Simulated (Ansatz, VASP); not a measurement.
**Two plane-wave programs on PbO**

```
Pb O
1.0
     0.00000    2.79878    2.76715
     2.79878    0.00000    2.76715
     2.79878    2.79878    0.00000
Pb O
1 1
Direct
  0.00000 0.00000 0.00000
  0.25000 0.25000 0.25000
```

Change from the starting cell: uniaxial_z strain -1.1%.

Alike in both runs: task single point; functional r2SCAN; k mesh 8 × 8 × 8; no spin polarisation.

```csv
,VASP,Ansatz
version,VASP 6.6.1,Ansatz 0.2.0
potentials or method,"VASP PAW PBE potentials, release 64 (Pb_d, O)","plane waves, PAW"
plane-wave cutoff (eV),520,500
occupations,"gaussian, width 0.01 eV",fixed
valence electrons in the cell,20,20
```

```tsv
	VASP	Ansatz	Ansatz less VASP
gap on the k mesh at the Fermi level (eV)	0.56	0.57	+0.010
pressure (GPa)	1.1	0.8	-0.30
```

Caveats: the PAW data sets were made with another functional, which shifts forces and pressure a little (VASP); spin-orbit coupling is left out, which as a rule narrows the gap of such compounds by several tenths of an eV. A k mesh can miss the band edges.
